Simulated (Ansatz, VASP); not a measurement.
**Pd in VASP and in Ansatz**

The input INCAR:

```
ALGO = Fast
EDIFF = 1E-6
EDIFFG = -0.01
ENCUT = 600
GGA = PS
IBRION = 2
ISIF = 3
ISMEAR = 0
LASPH = True
LCHARG = False
LREAL = False
LWAVE = False
NELM = 100
NSW = 100
PREC = Accurate
SIGMA = 0.1
```

The input KPOINTS:

```
k-points
0
Gamma
  12 12 18
```

Contents of POSCAR:

```
Pd
1.0
    4.4107082753      0.0000000000      0.0000000000
   -2.2053541376      3.8197854151      0.0000000000
    0.0000000000      0.0000000000      2.6495929081
Pd
3
Direct
    0.0000000000      0.0000000000      0.0000000000
    0.3333333333      0.6666666667      0.5000000000
    0.6666666667      0.3333333333      0.5000000000
```

Input for Ansatz:

```yaml
crystal:
  lattice:
    - [4.4107082753, 0.0, 0.0]
    - [-2.2053541376, 3.8197854151, 0.0]
    - [0.0, 0.0, 2.6495929081]
  atoms:
    - { symbol: Pd, position: [0.0, 0.0, 0.0] }
    - { symbol: Pd, position: [0.3333333333, 0.6666666667, 0.5] }
    - { symbol: Pd, position: [0.6666666667, 0.3333333333, 0.5] }
basis:
  ecutwfc: 420
kpoints:
  mp_grid: { grid: [12, 12, 18] }
hamiltonian:
  xc: pbesol
scf:
  occupations: { method: gaussian, width: 0.1 }
output:
  forces: true
  stress: true
  eigenvalues: true
relax:
  adjacent_minimum: "off"
  f_tol: 0.01
  max_steps: 80
  cell: { stress_tol: 0.05 }
```

Alike in both runs: task relaxation of cell and atoms; functional PBEsol; k mesh 12 × 12 × 18; occupations gaussian, width 0.1 eV; no spin polarisation.

|  | VASP | Ansatz |
| --- | --- | --- |
| version | VASP 6.6.1 | Ansatz 0.2.0 |
| potentials or method | VASP PAW PBE potentials, release 64 (Pd) | scalar-relativistic, plane waves, PAW |
| plane-wave cutoff (eV) | 600 | 420 |
| valence electrons in the cell | 30 | 54 |

VASP gave:

```
gap on the k mesh at the Fermi level, each at its own relaxed structure (eV) : none
relaxed volume (Å³/atom)                                                     : 14.84
relaxed cell length with the largest relative difference (Å)                 : 4.423
energy change over the relaxation (meV/atom)                                 : -1
```

Problem. What did Ansatz give for the same quantities?

Solution. gap on the k mesh at the Fermi level, each at its own relaxed structure (eV): none; relaxed volume (Å³/atom): 14.88; relaxed cell length with the largest relative difference (Å): 4.427; energy change over the relaxation (meV/atom): -1.

A gap of «none» marks a metal or a gap that the smearing closes. The two sets of potentials don't hold the same shells in valence.

Caveats: the PAW data sets were made with another functional, which shifts forces and pressure a little (VASP).
